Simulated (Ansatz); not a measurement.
# Localised basis functions on bare Al-Cu alloy nanowire along [110] (38 atoms), part 2 of 3

Wanted: errors and times of a linear-scaling basis for bare Al-Cu alloy nanowire along [110] (38 atoms). A setting counts as converged where the r.m.s. difference of forces stays under 1 % of the r.m.s. force.

Ansatz 0.2.0; Kohn-Sham DFT, PBE, PAW (set soft_2), plane waves.

The cell: 19 Cu and 19 Al. The cell is under 6 Å thick along one periodic direction. The host structure and its lattice constant were typed by rule, without a check against the phase diagram. Beside vacuum, support functions can miss their usual error bounds without a warning.

So far. Step 4 (Support functions low): Forces differ from the reference by 0.91 meV/Å r.m.s., 0.45 % of their size, within a tolerance of 1 %; the energy by -1.9 meV/atom. The two runs also began from different starting densities, which bears on cycles and time. Step 5 (Support functions high): Forces differ from the reference by 0.69 meV/Å r.m.s., 0.34 % of their size, within a tolerance of 1 %; the energy by -1.9 meV/atom.

## (6) Support functions medium, spacing 0.411 Å

The grid spacing sets how fine a wave the support functions can hold.

This step: Kohn-Sham DFT, PBE, PAW (set soft_2), localised support functions (medium) (Ansatz 0.2.0).

input.yaml reads:

```yaml
crystal:
  lattice:
    - [17.1, 0.0, 0.0]
    - [0.0, 20.45513, 0.0]
    - [0.0, 0.0, 5.28677]
  atoms:
    [... the 38 atom lines of step 2 ...]
kpoints:
  mp_grid: { grid: [1, 1, 4] }
hamiltonian:
  xc: pbe
scf:
  occupations: { method: fermi_dirac, width: 0.1 }
  eigensolver: { kind: { support_functions: { accuracy: medium, spacing: 0.411 } } }
  mixing: { beta: 0.4 }
  max_iter: 150
output:
  forces: true
```

On the command line:

```console
> ansatz run input.yaml --threads 4 --pin off --max-ram 8192MiB --backend cpu --events-out ev --progress --plain --runs-dir out
```

Numbers of over 12 decimals in the logs are rounded to 6 here.

Output:

```text
Warning: scf.eigensolver.kind.support_functions: disabling space-group detection — the functions' gradient is summed over unrotated k-points, so no spatial operation reduces the k-mesh or symmetrises the density; time reversal is kept, so that k and −k are solved as one point where they differ and the mesh holds both, and exact exchange and, on two spinor components, a DFT+U term hold to it where the run has them: [...]
settings of this run that can trade accuracy for cost: scf.eigensolver.kind.support_functions [...]
Engine: ansatz 0.2.0, aarch64-unknown-linux-gnu
Pseudopotentials: kind: paw
Pseudopotential: Cu, paw, valence charge 19, recommended cutoff 420 eV (normal), Cu.paw.azcp
Pseudopotential: Al, paw, valence charge 3, recommended cutoff 420 eV (normal), Al.paw.azcp
[... 5 lines on functional and potentials left out ...]
Crystal: 38 atoms, lattice volume = 1849.221 Å³
Basis set: ecut = 420 eV, 36137 PW (Γ), exchange–correlation on 240×288×72 points (8 copies of the dense FFT grid, shifted against one another)
Bands: 251, of which v1, the nominal top of the filled ones, is band 209 counted from 1 (208 counted from 0)
Symmetry: 1 space group operations
k-points: 3 of 4 (time reversal used)
[... 5 lines on functional and potentials left out ...]
Initial density: superposition of atomic densities (neutral atoms: chi_scale 0, normalization atom)
Initial wavefunctions: pseudopotential atomic-orbital guess
Functional: x = pbe(κ = 0.804, μ = 0.219515), c = pbe(β = 0.066725)
SCF iter   1: F=—  HF=-136078.771645 eV  |F-HF|=—  |Δ(HF+E_count)|=         —  Δρ=1.40e-1  dr2=2.96e2  ethr=1.00e-1
preconditioner: auto → LDOS  [metal: Δε(μ)=0.051 eV  Ē_g=5.339 eV  σ=0.100 eV  W_gap=0.13  n_scr=296 (ndim 8)  ℏωp=14.1 eV  f_vac=0.613  D(μ)=24.58/eV (n_scr^D=128)  β=0.4 kept]
SCF iter   2: F=—  HF=-136051.701644 eV  |F-HF|=—  |Δ(HF+E_count)|=    2.71e1  Δρ=3.86e-2  dr2=3.02e1  ethr=7.08e-2
SCF iter   3: F=—  HF=-136049.540740 eV  |F-HF|=—  |Δ(HF+E_count)|=    2.16e0  Δρ=1.68e-2  dr2=9.05e0  ethr=7.23e-3  κ⁻¹=1.0e0(r=1)
SCF iter   4: F=—  HF=-136048.903436 eV  |F-HF|=—  |Δ(HF+E_count)|=   6.37e-1  Δρ=9.87e-3  dr2=2.30e0  ethr=2.17e-3  κ⁻¹=3.3e-1(r=2)
SCF iter   5: F=—  HF=-136048.913810 eV  |F-HF|=—  |Δ(HF+E_count)|=   1.04e-2  Δρ=2.91e-3  dr2=1.82e-1  ethr=5.51e-4  κ⁻¹=1.5e-3(r=3)
SCF iter   6: F=—  HF=-136048.980426 eV  |F-HF|=—  |Δ(HF+E_count)|=   6.66e-2  Δρ=8.82e-4  dr2=3.32e-2  ethr=4.36e-5  κ⁻¹=5.0e-4(r=4)
SCF iter   7: F=—  HF=-136049.005496 eV  |F-HF|=—  |Δ(HF+E_count)|=   2.51e-2  Δρ=4.16e-4  dr2=5.61e-3  ethr=7.95e-6  κ⁻¹=1.7e-4(r=5)
SCF iter   8: F=—  HF=-136049.011592 eV  |F-HF|=—  |Δ(HF+E_count)|=   6.10e-3  Δρ=1.31e-4  dr2=5.71e-4  ethr=1.34e-6  κ⁻¹=9.0e-6(r=6)
SCF iter   9: F=—  HF=-136049.014664 eV  |F-HF|=—  |Δ(HF+E_count)|=   3.07e-3  Δρ=5.93e-5  dr2=9.16e-5  ethr=1.36e-7  κ⁻¹=1.7e-6(r=7)
SCF iter  10: F=—  HF=-136049.016528 eV  |F-HF|=—  |Δ(HF+E_count)|=   1.86e-3  Δρ=3.65e-5  dr2=2.93e-5  ethr=2.19e-8  κ⁻¹=1.2e-6(r=7)
SCF iter  11: F=—  HF=-136049.017776 eV  |F-HF|=—  |Δ(HF+E_count)|=   1.25e-3  Δρ=1.35e-5  dr2=5.85e-6  ethr=7.02e-9  κ⁻¹=1.3e-6(r=7)
SCF iter  12: F=—  HF=-136049.018700 eV  |F-HF|=—  |Δ(HF+E_count)|=   9.24e-4  Δρ=6.62e-6  dr2=1.46e-6  ethr=1.40e-9  κ⁻¹=1.8e-6(r=7)
```

Run time: 60 s. Hardware: 4 threads of Arm Neoverse V1, shared host; peak memory 1.8 GiB.

Residual by cycle:

cycle, log10 residual and a bar from the least value:
```
        1        2.5 ##############################
        2        1.5 ##########################
        3        1.0 #########################
        4        0.4 ######################
        5       -0.7 ##################
        6       -1.5 ################
        7       -2.3 #############
        8       -3.2 #########
        9       -4.0 ######
       10       -4.5 #####
       11       -5.2 ##
       12       -5.8
```

The run was cut off at its time limit.

After 12 cycles the residual stands at 1.5e-6.

The session had allowed this step about 60 s.

## (7) Support functions medium, spacing 0.343 Å

The grid spacing sets how fine a wave the support functions can hold.

input.yaml, the sections that differ from step 6:

```yaml
scf:
  occupations: { method: fermi_dirac, width: 0.1 }
  eigensolver: { kind: { support_functions: { accuracy: medium, spacing: 0.343 } } }
  mixing: { beta: 0.4 }
  max_iter: 150
# crystal, kpoints, hamiltonian, output: as in step 6
```

Output:

```text
[...]
Crystal: 38 atoms, lattice volume = 1849.221 Å³
Basis set: ecut = 420 eV, 36137 PW (Γ), exchange–correlation on 240×288×72 points (8 copies of the dense FFT grid, shifted against one another)
Bands: 251, of which v1, the nominal top of the filled ones, is band 209 counted from 1 (208 counted from 0)
Symmetry: 1 space group operations
k-points: 3 of 4 (time reversal used)
[...]
SCF iter   1: F=—  HF=-136096.568088 eV  |F-HF|=—  |Δ(HF+E_count)|=         —  Δρ=1.25e-1  dr2=2.56e2  ethr=1.00e-1
[...]
SCF iter  14: F=-136079.426879 eV  HF=-136079.426879 eV  |F-HF|=7.72e-7  |Δ(HF+E_count)|=   1.45e-6  Δρ=2.26e-6  dr2=1.45e-7  ethr=3.75e-10
SCF 1 converged in 14 iterations: F = -136079.434100 eV  dr2 = 1.45e-7
[...]
SCF converged after 14 iterations
[...]
Free energy (F): -136079.434100 eV
[...]
Internal energy: -136078.837821 eV  (E = F + TS)
E sigma→0 (E₀):  -136079.135960 eV
Entropy (-TS):   -0.596279 eV (-15.692 meV/atom)
Fermi energy:    0.305238 eV
[...]
--- Forces (eV/Å), atoms counted from 1 ---
  atom   1  Cu     0.20218220     0.03161136     0.08625092
  atom   2  Cu     0.22641864    -0.12453760    -0.02572757
  atom   3  Cu     0.34836768     0.12296337     0.18594829
  atom   4  Al    -0.28566147    -0.36211319    -0.04435740
  atom   5  Cu     0.27433662     0.11370992    -0.25210442
  atom   6  Cu    -0.06828136    -0.28274667     0.07278412
  atom   7  Al    -0.06789263    -0.29091136     0.08279308
  atom   8  Al     0.40480090     0.41065304     0.16612060
  atom   9  Al    -0.09547614    -0.05742626    -0.08891142
  atom  10  Cu    -0.18815611     0.11687380     0.13920827
  atom  11  Al     0.21837730     0.46846124    -0.12695420
  atom  12  Cu    -0.02169887    -0.03961460    -0.08898508
  atom  13  Cu     0.32076118     0.02308983    -0.13738896
  atom  14  Cu     0.03851866     0.12985336     0.10209905
[...]
atom  37  Cu    -0.33581447     0.00873393    -0.23496399
  atom  38  Al     0.06554050     0.04752609    -0.30149076
  max |Σ_I F_I| component: 1.59e-1 eV/Å
--- Band table (eV) ---
[...]
```

Run time: 77 s. Hardware: 4 threads; peak memory 1.9 GiB.

The program notes that the forces don't sum to zero within tolerance, the correction for the support functions is uncertain and the grid leaves an egg-box force.

Forces differ from the reference by 48 meV/Å r.m.s., 24 % of their size, far over a tolerance of 1 %; the energy by +38 meV/atom. The two runs also began from different starting densities, which bears on cycles and time. The setting is coarser than the default on purpose.

## (8) Support functions medium, spacing 0.297 Å

The grid spacing sets how fine a wave the support functions can hold.

input.yaml, the sections that differ from step 7:

```yaml
scf:
  occupations: { method: fermi_dirac, width: 0.1 }
  eigensolver: { kind: { support_functions: { accuracy: medium, spacing: 0.297 } } }
  mixing: { beta: 0.4 }
  max_iter: 150
# crystal, kpoints, hamiltonian, output: as in step 7
```

Output:

```text
[...]
Crystal: 38 atoms, lattice volume = 1849.221 Å³
Basis set: ecut = 420 eV, 36137 PW (Γ), exchange–correlation on 240×288×72 points (8 copies of the dense FFT grid, shifted against one another)
Bands: 251, of which v1, the nominal top of the filled ones, is band 209 counted from 1 (208 counted from 0)
Symmetry: 1 space group operations
k-points: 3 of 4 (time reversal used)
[...]
SCF iter   1: F=—  HF=-136097.366922 eV  |F-HF|=—  |Δ(HF+E_count)|=         —  Δρ=1.23e-1  dr2=2.53e2  ethr=1.00e-1
[...]
SCF iter  15: F=-136081.083549 eV  HF=-136081.083549 eV  |F-HF|=6.37e-7  |Δ(HF+E_count)|=   4.44e-7  Δρ=2.44e-6  dr2=2.34e-7  ethr=2.39e-10
SCF 1 converged in 15 iterations: F = -136081.090038 eV  dr2 = 2.34e-7
[...]
SCF converged after 15 iterations
[...]
Free energy (F): -136081.090038 eV
[...]
Internal energy: -136080.492613 eV  (E = F + TS)
E sigma→0 (E₀):  -136080.791326 eV
Entropy (-TS):   -0.597425 eV (-15.722 meV/atom)
Fermi energy:    0.313544 eV
[...]
--- Forces (eV/Å), atoms counted from 1 ---
  atom   1  Cu     0.25558909     0.16081790     0.07244889
  atom   2  Cu     0.29665192    -0.07919998    -0.05172024
  atom   3  Cu     0.33802533     0.17101436     0.20567850
  atom   4  Al    -0.28861867    -0.36828667    -0.04365656
  atom   5  Cu     0.27169650     0.18411607    -0.23213383
  atom   6  Cu    -0.05958768    -0.15009610     0.05836317
  atom   7  Al    -0.06615833    -0.29606988     0.08287769
  atom   8  Al     0.40887743     0.41398519     0.16765208
  atom   9  Al    -0.09453748    -0.05929776    -0.08913489
  atom  10  Cu    -0.22997065    -0.02301783     0.12246877
  atom  11  Al     0.22587171     0.47335178    -0.12822056
  atom  12  Cu    -0.03746747    -0.06796477    -0.10045732
  atom  13  Cu     0.31744635    -0.07586391    -0.14094911
  atom  14  Cu    -0.00774565     0.27594694     0.09124477
[...]
atom  37  Cu    -0.32620983    -0.09295822    -0.25053879
  atom  38  Al     0.06353035     0.04183230    -0.30311117
  max |Σ_I F_I| component: 6.54e-2 eV/Å
--- Band table (eV) ---
[...]
```

The job ended after 87 s (4 threads; peak memory 2 GiB).

Forces differ from the reference by 8.3 meV/Å r.m.s., 4.1 % of their size, over a tolerance of 1 %; the energy by -5.6 meV/atom. The two runs also began from different starting densities, which bears on cycles and time. The setting is coarser than the default on purpose.

## (9) Support functions medium, spacing 0.263 Å

The grid spacing sets how fine a wave the support functions can hold.

input.yaml, the sections that differ from step 8:

```yaml
scf:
  occupations: { method: fermi_dirac, width: 0.1 }
  eigensolver: { kind: { support_functions: { accuracy: medium, spacing: 0.263 } } }
  mixing: { beta: 0.4 }
  max_iter: 150
# crystal, kpoints, hamiltonian, output: as in step 8
```

Output:

```text
[...]
Crystal: 38 atoms, lattice volume = 1849.221 Å³
Basis set: ecut = 420 eV, 36137 PW (Γ), exchange–correlation on 240×288×72 points (8 copies of the dense FFT grid, shifted against one another)
Bands: 251, of which v1, the nominal top of the filled ones, is band 209 counted from 1 (208 counted from 0)
Symmetry: 1 space group operations
k-points: 3 of 4 (time reversal used)
[...]
SCF iter   1: F=—  HF=-136097.947073 eV  |F-HF|=—  |Δ(HF+E_count)|=         —  Δρ=1.22e-1  dr2=2.54e2  ethr=1.00e-1
[...]
SCF iter  14: F=—  HF=-136080.950235 eV  |F-HF|=—  |Δ(HF+E_count)|=   4.22e-4  Δρ=6.76e-6  dr2=1.07e-6  ethr=2.22e-9  κ⁻¹=1.8e-5(r=7)
SCF iter  15: F=-136080.950587 eV  HF=-136080.950586 eV  |F-HF|=9.37e-7  |Δ(HF+E_count)|=   3.52e-4  Δρ=2.17e-6  dr2=1.49e-7  ethr=2.56e-10
SCF 1 converged in 15 iterations: F = -136080.956319 eV  dr2 = 1.49e-7
[...]
SCF converged after 15 iterations
[...]
Free energy (F): -136080.956319 eV
[...]
Internal energy: -136080.358786 eV  (E = F + TS)
E sigma→0 (E₀):  -136080.657553 eV
Entropy (-TS):   -0.597533 eV (-15.725 meV/atom)
Fermi energy:    0.313552 eV
[...]
Σ components = -136080.956319   (vs F -136080.956319, Δ=0.00e0)
--- Forces (eV/Å), atoms counted from 1 ---
  atom   1  Cu     0.25027366     0.16838389     0.05656872
  atom   2  Cu     0.27952811    -0.08817743    -0.06944025
  atom   3  Cu     0.32572835     0.18907154     0.20981837
  atom   4  Al    -0.28804435    -0.36912941    -0.04260200
[...]
atom  38  Al     0.06333124     0.04266713    -0.30179984
  max |Σ_I F_I| component: 2.21e-3 eV/Å
--- Band table (eV) ---
[...]
```

Wall time 1.9 min (4 threads); peak memory 2.7 GiB.

Keys that differ from the reference: support_functions.accuracy = "medium", support_functions.spacing = 0.263, scf.max_iter = 150 and scf.mixing.beta = 0.4.

Forces differ from the reference by 1.1 meV/Å r.m.s., 0.54 % of their size, within a tolerance of 1 %; the energy by -2.0 meV/atom. The two runs also began from different starting densities, which bears on cycles and time.

## (10) Support functions medium, spacing 0.206 Å

The grid spacing sets how fine a wave the support functions can hold.

input.yaml, the sections that differ from step 9:

```yaml
scf:
  occupations: { method: fermi_dirac, width: 0.1 }
  eigensolver: { kind: { support_functions: { accuracy: medium, spacing: 0.206 } } }
  mixing: { beta: 0.4 }
  max_iter: 150
# crystal, kpoints, hamiltonian, output: as in step 9
```

Output:

```text
[...]
Crystal: 38 atoms, lattice volume = 1849.221 Å³
Basis set: ecut = 420 eV, 36137 PW (Γ), exchange–correlation on 240×288×80 points (8 copies of the dense FFT grid, shifted against one another)
Bands: 251, of which v1, the nominal top of the filled ones, is band 209 counted from 1 (208 counted from 0)
Symmetry: 1 space group operations
k-points: 3 of 4 (time reversal used)
[...]
SCF iter   1: F=—  HF=-136098.050979 eV  |F-HF|=—  |Δ(HF+E_count)|=         —  Δρ=1.22e-1  dr2=2.54e2  ethr=1.00e-1
[...]
SCF iter  14: F=—  HF=-136080.944227 eV  |F-HF|=—  |Δ(HF+E_count)|=   4.02e-4  Δρ=7.17e-6  dr2=1.09e-6  ethr=2.41e-9  κ⁻¹=1.8e-5(r=7)
SCF iter  15: F=-136080.944562 eV  HF=-136080.944561 eV  |F-HF|=9.45e-7  |Δ(HF+E_count)|=   3.35e-4  Δρ=2.36e-6  dr2=1.67e-7  ethr=2.60e-10
SCF 1 converged in 15 iterations: F = -136080.949941 eV  dr2 = 1.67e-7
[...]
SCF converged after 15 iterations
[...]
Free energy (F): -136080.949941 eV
[...]
Internal energy: -136080.352400 eV  (E = F + TS)
E sigma→0 (E₀):  -136080.651170 eV
Entropy (-TS):   -0.597541 eV (-15.725 meV/atom)
Fermi energy:    0.313592 eV
[...]
Σ components = -136080.949941   (vs F -136080.949941, Δ=0.00e0)
--- Forces (eV/Å), atoms counted from 1 ---
  atom   1  Cu     0.25199285     0.16798568     0.05706786
  atom   2  Cu     0.28134863    -0.08852440    -0.06957739
  atom   3  Cu     0.32586129     0.18961095     0.21082150
  atom   4  Al    -0.28778454    -0.36889697    -0.04249723
[...]
atom  38  Al     0.06318408     0.04285848    -0.30212949
  max |Σ_I F_I| component: 3.11e-3 eV/Å
--- Band table (eV) ---
[...]
```

It took 2.4 min on 4 threads; peak memory 3.6 GiB.

Keys that differ from the reference: support_functions.accuracy = "medium", support_functions.spacing = 0.206, scf.max_iter = 150 and scf.mixing.beta = 0.4.

Forces differ from the reference by 0.73 meV/Å r.m.s., 0.37 % of their size, within a tolerance of 1 %; the energy by -1.9 meV/atom. The two runs also began from different starting densities, which bears on cycles and time.

## (11) Support functions medium, spacing 0.183 Å

The grid spacing sets how fine a wave the support functions can hold.

input.yaml, the sections that differ from step 10:

```yaml
scf:
  occupations: { method: fermi_dirac, width: 0.1 }
  eigensolver: { kind: { support_functions: { accuracy: medium, spacing: 0.183 } } }
  mixing: { beta: 0.4 }
  max_iter: 150
# crystal, kpoints, hamiltonian, output: as in step 10
```

Output:

```text
[...]
Crystal: 38 atoms, lattice volume = 1849.221 Å³
Basis set: ecut = 420 eV, 36137 PW (Γ), exchange–correlation on 240×300×80 points (8 copies of the dense FFT grid, shifted against one another)
Bands: 251, of which v1, the nominal top of the filled ones, is band 209 counted from 1 (208 counted from 0)
Symmetry: 1 space group operations
k-points: 3 of 4 (time reversal used)
[...]
SCF iter   1: F=—  HF=-136098.045681 eV  |F-HF|=—  |Δ(HF+E_count)|=         —  Δρ=1.23e-1  dr2=2.54e2  ethr=1.00e-1
[...]
SCF iter  14: F=—  HF=-136080.944933 eV  |F-HF|=—  |Δ(HF+E_count)|=   3.81e-4  Δρ=7.92e-6  dr2=1.22e-6  ethr=2.34e-9  κ⁻¹=1.8e-5(r=7)
SCF iter  15: F=-136080.945254 eV  HF=-136080.945253 eV  |F-HF|=8.93e-7  |Δ(HF+E_count)|=   3.20e-4  Δρ=2.39e-6  dr2=1.81e-7  ethr=2.93e-10
SCF 1 converged in 15 iterations: F = -136080.950535 eV  dr2 = 1.81e-7
[...]
SCF converged after 15 iterations
[...]
Free energy (F): -136080.950535 eV
[...]
Internal energy: -136080.352984 eV  (E = F + TS)
E sigma→0 (E₀):  -136080.651760 eV
Entropy (-TS):   -0.597552 eV (-15.725 meV/atom)
Fermi energy:    0.313600 eV
[...]
Σ components = -136080.950535   (vs F -136080.950535, Δ=0.00e0)
--- Forces (eV/Å), atoms counted from 1 ---
  atom   1  Cu     0.25181184     0.16790854     0.05700588
  atom   2  Cu     0.28117670    -0.08860213    -0.06968817
  atom   3  Cu     0.32597062     0.18974292     0.21059601
  atom   4  Al    -0.28795799    -0.36890095    -0.04254688
[...]
atom  38  Al     0.06315037     0.04287947    -0.30197326
  max |Σ_I F_I| component: 2.10e-3 eV/Å
--- Band table (eV) ---
[...]
```

Elapsed: 2.6 min, on 4 threads; peak memory 3.9 GiB.

Keys that differ from the reference: support_functions.accuracy = "medium", support_functions.spacing = 0.183, scf.max_iter = 150 and scf.mixing.beta = 0.4.

Forces differ from the reference by 0.75 meV/Å r.m.s., 0.37 % of their size, within a tolerance of 1 %; the energy by -1.9 meV/atom. It took 2.6 min and 15 cycles; the reference's time can't be set against it, since the two runs asked for unlike analyses. The two runs also began from different starting densities, which bears on cycles and time.

Runs without a result: support functions medium, spacing 0.411 Å (cut at the time limit).

## (12) The ladder side by side

Differences are against the plane-wave reference (Kohn-Sham DFT, PBE, PAW (set soft_2), plane waves), whose r.m.s. force component is 0.200 eV/Å. Energies are set beside the reference only for runs with its functional, potentials and electron count. Times are for 4 threads of Arm Neoverse V1, shared host. The reference's time includes the DOS and grids, which some other runs skip.

| run | Δ force, r.m.s. (meV/Å) | share of r.m.s. force (%) | Δ energy (meV/atom) | cycles | time | host memory (GiB) |
| --- | --- | --- | --- | --- | --- | --- |
| reference | - | - | - | 11 | 1.7 min | 4.7 |
| support functions medium | 0.882 | 0.441 | -1.94 | 15 | 2 min | 2.9 |
| support functions low | 0.906 | 0.453 | -1.94 | 14 | 1.8 min | 2.8 |
| support functions high | 0.686 | 0.342 | -1.88 | 19 | 5.1 min | 4.6 |
| support functions medium, spacing 0.343 Å | 47.7 | 23.8 | 38.0 | 14 | 77 s | 1.9 |
| support functions medium, spacing 0.297 Å | 8.28 | 4.13 | -5.56 | 15 | 87 s | 2.0 |
| support functions medium, spacing 0.263 Å | 1.07 | 0.537 | -2.04 | 15 | 1.9 min | 2.7 |
| support functions medium, spacing 0.206 Å | 0.733 | 0.366 | -1.87 | 15 | 2.4 min | 3.6 |
| support functions medium, spacing 0.183 Å | 0.746 | 0.373 | -1.89 | 15 | 2.6 min | 3.9 |

(Continued in part 3 of 3.)

[Logs are printed without paths, hosts, clocks, repeated set-up lines and the standing remarks that a program may print on its own settings, such as how far it seeks lower states.]

[Hosts, paths, dates, database ids (printed as entryN), source tags and the programs' standing remarks are cut or masked in the printed files.]
